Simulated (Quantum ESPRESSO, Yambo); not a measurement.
# KBr (Fm-3m): G0W0 in Yambo against the bands, part 2 of 2

How does the gap of KBr (Fm-3m) converge in the bands?

Yambo 5.3.0; PBE and many-body steps on it, plane waves. Known limits of the many-body steps: not at the basis limit; no spin-orbit coupling.

So far. Step 4 (129 bands): Against the run before, the gap moves by +0.096 eV.

### Step 5. 227 bands

Level of this step: G0W0 on PBE, plane waves, norm-conserving pseudopotentials (Yambo).

The input, gw4.in:

```
HF_and_locXC
gw0
dyson
ppa
em1d
rim_cut
RandQpts= 1000000
RandGvec= 1 RL
EXXRLvcs= 76 Ry
VXCRLvcs= 304 Ry
Chimod= "HARTREE"
% BndsRnXp
 1 | 227 |
%
NGsBlkXp= 14.5 Ry
% LongDrXp
 1 | 1 | 1 |
%
% GbndRnge
 1 | 227 |
%
DysSolver= "n"
ExtendOut
PPAPntXp= 27.21138 eV
% QPkrange
 1 | 1 | 12 | 15 |
%
```

Command:

```console
$ OMP_NUM_THREADS=1 mpirun -n 4 yambo -F gw4.in -J gw4 -C gw4 > gw4.log
```

The program printed:

```text
 Yambo, version 5.3.0

 [02] CORE Variables Setup
 =========================

  [... cell, symmetries and grids as in the set-up ...]

  [02.05] Energies & Occupations
  ==============================

  [X] === General ===
  [X] Electronic Temperature                        :  0.000000  0.000000 [eV K]
  [X] Bosonic    Temperature                        :  0.000000  0.000000 [eV K]
  [X] Finite Temperature mode                       : no
  [X] El. density                                   :  0.36174E+24 [cm-3]
[...]
Sx RL components                                 :   5577

   QP @ state[ 1 ] K range                          :  1  1
   QP @ state[ 1 ] b range                          :  12  15
   GF energies kind                                 : Perdew, Burke & Ernzerhof(X)+Perdew, Burke & Ernzerhof(C)
   GF WF`s kind                                     : Perdew, Burke & Ernzerhof(X)+Perdew, Burke & Ernzerhof(C)
   Xs energies kind                                 : Perdew, Burke & Ernzerhof(X)+Perdew, Burke & Ernzerhof(C)
   Xs WF`s kind                                     : Perdew, Burke & Ernzerhof(X)+Perdew, Burke & Ernzerhof(C)

 [11] Game Over & Game summary
```

Run time: 5.8 min. Hardware: 4 MPI ranks of Arm Neoverse V1, shared host; peak memory 2.2 GiB.

Numbers from this step:

| Quantity | Value |
| --- | --- |
| G0W0 gap on the points computed | 7.739 eV |
| starting gap on the mesh | 4.436 eV |
| k of the valence top | 0, 0, 0 |
| k of the conduction bottom | 0, 0, 0 |
| least direct G0W0 gap on the computed points | 7.739 eV |

Against the run before, the gap moves by +0.071 eV.

### Step 6. 343 bands

The input, gw5.in:

```
HF_and_locXC
gw0
dyson
ppa
em1d
rim_cut
RandQpts= 1000000
RandGvec= 1 RL
EXXRLvcs= 76 Ry
VXCRLvcs= 304 Ry
Chimod= "HARTREE"
% BndsRnXp
 1 | 343 |
%
NGsBlkXp= 14.5 Ry
% LongDrXp
 1 | 1 | 1 |
%
% GbndRnge
 1 | 343 |
%
DysSolver= "n"
ExtendOut
PPAPntXp= 27.21138 eV
% QPkrange
 1 | 1 | 12 | 15 |
%
```

Command:

```console
$ OMP_NUM_THREADS=1 mpirun -n 4 yambo -F gw5.in -J gw5 -C gw5 > gw5.log
```

The program printed:

```text
 Yambo, version 5.3.0

 [02] CORE Variables Setup
 =========================

  [... cell, symmetries and grids as in the set-up ...]

  [02.05] Energies & Occupations
  ==============================

  [X] === General ===
  [X] Electronic Temperature                        :  0.000000  0.000000 [eV K]
  [X] Bosonic    Temperature                        :  0.000000  0.000000 [eV K]
  [X] Finite Temperature mode                       : no
  [X] El. density                                   :  0.36174E+24 [cm-3]
[...]
Sx RL components                                 :   5577

   QP @ state[ 1 ] K range                          :  1  1
   QP @ state[ 1 ] b range                          :  12  15
   GF energies kind                                 : Perdew, Burke & Ernzerhof(X)+Perdew, Burke & Ernzerhof(C)
   GF WF`s kind                                     : Perdew, Burke & Ernzerhof(X)+Perdew, Burke & Ernzerhof(C)
   Xs energies kind                                 : Perdew, Burke & Ernzerhof(X)+Perdew, Burke & Ernzerhof(C)
   Xs WF`s kind                                     : Perdew, Burke & Ernzerhof(X)+Perdew, Burke & Ernzerhof(C)

 [11] Game Over & Game summary
```

Run time: 9.5 min. Hardware: 4 MPI ranks; peak memory 2.9 GiB.

Numbers from this step:

| Item | Value |
| --- | --- |
| G0W0 gap on the points computed | 7.771 eV |
| starting gap on the mesh | 4.436 eV |
| k of the valence top | 0, 0, 0 |
| k of the conduction bottom | 0, 0, 0 |
| least direct G0W0 gap on the computed points | 7.771 eV |

Against the run before, the gap moves by +0.032 eV.

### Step 7. 474 bands

The input, gw6.in:

```
HF_and_locXC
gw0
dyson
ppa
em1d
rim_cut
RandQpts= 1000000
RandGvec= 1 RL
EXXRLvcs= 76 Ry
VXCRLvcs= 304 Ry
Chimod= "HARTREE"
% BndsRnXp
 1 | 474 |
%
NGsBlkXp= 14.5 Ry
% LongDrXp
 1 | 1 | 1 |
%
% GbndRnge
 1 | 474 |
%
DysSolver= "n"
ExtendOut
PPAPntXp= 27.21138 eV
% QPkrange
 1 | 1 | 12 | 15 |
%
```

Command:

```console
$ OMP_NUM_THREADS=1 mpirun -n 4 yambo -F gw6.in -J gw6 -C gw6 > gw6.log
```

The program printed:

```text
 Yambo, version 5.3.0

 [02] CORE Variables Setup
 =========================

  [... cell, symmetries and grids as in the set-up ...]

  [02.05] Energies & Occupations
  ==============================

  [X] === General ===
  [X] Electronic Temperature                        :  0.000000  0.000000 [eV K]
  [X] Bosonic    Temperature                        :  0.000000  0.000000 [eV K]
  [X] Finite Temperature mode                       : no
  [X] El. density                                   :  0.36174E+24 [cm-3]
[...]
Sx RL components                                 :   5577

   QP @ state[ 1 ] K range                          :  1  1
   QP @ state[ 1 ] b range                          :  12  15
   GF energies kind                                 : Perdew, Burke & Ernzerhof(X)+Perdew, Burke & Ernzerhof(C)
   GF WF`s kind                                     : Perdew, Burke & Ernzerhof(X)+Perdew, Burke & Ernzerhof(C)
   Xs energies kind                                 : Perdew, Burke & Ernzerhof(X)+Perdew, Burke & Ernzerhof(C)
   Xs WF`s kind                                     : Perdew, Burke & Ernzerhof(X)+Perdew, Burke & Ernzerhof(C)

 [11] Game Over & Game summary
```

Elapsed: 12 min, on 4 MPI ranks; peak memory 3.5 GiB.

This step gave:

```
G0W0 gap on the points computed              : 7.781 eV
starting gap on the mesh                     : 4.436 eV
k of the valence top                         : 0, 0, 0
k of the conduction bottom                   : 0, 0, 0
least direct G0W0 gap on the computed points : 7.781 eV
```

Against the run before, the gap moves by +0.010 eV.

### Step 8. Side by side

Times are wall times on 4 MPI ranks of Arm Neoverse V1, shared host, good to a factor of about two.

| run | mesh | bands | screening cutoff (eV) | DFT gap (eV) | gap on the mesh (eV) | direct (eV) | time |
| --- | --- | --- | --- | --- | --- | --- | --- |
| 39 bands | 4×4×4 | 39 | 197.3 | 4.436 | 7.550 | 7.550 | 53 s |
| 70 bands | 4×4×4 | 70 | 197.3 | 4.436 | 7.573 | 7.573 | 1.7 min |
| 129 bands | 4×4×4 | 129 | 197.3 | 4.436 | 7.669 | 7.669 | 3.2 min |
| 227 bands | 4×4×4 | 227 | 197.3 | 4.436 | 7.739 | 7.739 | 5.8 min |
| 343 bands | 4×4×4 | 343 | 197.3 | 4.436 | 7.771 | 7.771 | 9.5 min |
| 474 bands | 4×4×4 | 474 | 197.3 | 4.436 | 7.781 | 7.781 | 12 min |

### Step 9. Outcome

| Quantity | Value |
| --- | --- |
| 39 bands | 7.550 eV |
| 70 bands | 7.573 eV |
| 129 bands | 7.669 eV |
| 227 bands | 7.739 eV |
| 343 bands | 7.771 eV |
| 474 bands | 7.781 eV |
| known limits | not at the basis limit; no spin-orbit coupling |

What this shows: The setting moved: bands. From 39 bands to 474 bands the gap moves by +0.23 eV, for 14 times the time. It holds to 0.03 eV from 343 bands on. Bands and screening cutoff are coupled, so a series along one setting does not show full convergence. Bands and cutoff are finite, so the gap is not at the basis limit. The miss can reach some tenths of an eV and take either sign; the mesh is an error of its own. In the G0W0 runs levels were corrected at 1 k point alone, so a gap called «on the mesh» is the least over those, and an edge elsewhere would be missed. The many-body steps are scalar-relativistic: spin-orbit coupling is not in them.

[Paths, hosts, dates, memory and timing lines, banners, echoed tables and standing remarks are left out of the program output.]

[Logs are printed without paths, hosts, clocks, repeated set-up lines and the standing remarks that a program may print on its own settings, such as how far it seeks lower states.]

[Runs of the session that timed out or met a known fault of the program may be left out.]

[Hosts, paths, dates, database ids (printed as entryN), source tags and the programs' standing remarks are cut or masked in the printed files.]
